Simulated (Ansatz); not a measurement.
## GaSb under changes of volume

One of the cells (24.084 Å³/atom); the others are scaled copies at fixed shape and fractional positions:

```
Sb Ga
1.0
    -1.55590    2.67500    2.89331
     1.55590   -2.67500    2.89331
     1.55590    2.67500   -2.89331
Sb Ga
1 1
Direct
  0.50000 0.50000 0.00000
  0.00000 0.00000 0.00000
```

Measurements of this composition are mostly on another form, of space group No. 216.

- Program: Ansatz 0.2.0
- Functional: LDA
- Potentials or basis: Ansatz PAW
- Cutoff: 420 eV (not typed: the program's choice for these potentials)
- k mesh: 10 × 10 × 10
- Occupations: fermi-dirac, width 0.05 eV
- Spin: no spin polarisation

```csv
volume (Å³/atom),energy over the lowest point (meV/atom),pressure (GPa)
22.639,0.00,-1.3
23.121,5.82,-2.5
23.602,15.07,-3.6
24.084,27.32,-4.5
24.566,42.21,-5.3
25.048,59.40,-6.0
25.529,?,?
```

Q: What does the run at 25.529 Å³/atom give?

A: Energy over the lowest point 78.60 meV/atom; pressure -6.7 GPa.

Worked out: A Birch-Murnaghan fit of order 3 (a polynomial in V^(-2/3)) to the other rows has its minimum at 22.18 Å³/atom, just outside them, with B0 = V·E''(V) = 68 GPa and B' = 5.1 at fixed shape and positions, which overstates the stiffness. It gives 78.55 meV/atom at 25.529 Å³/atom, against the run's 78.60, and -dE/dV = -6.7 GPa, against -6.7.

Energies are extrapolated to zero smearing.

Caveats: the PAW data sets come from PBE, with cores solved anew for the run's functional, which leaves a small shift of forces and pressure.
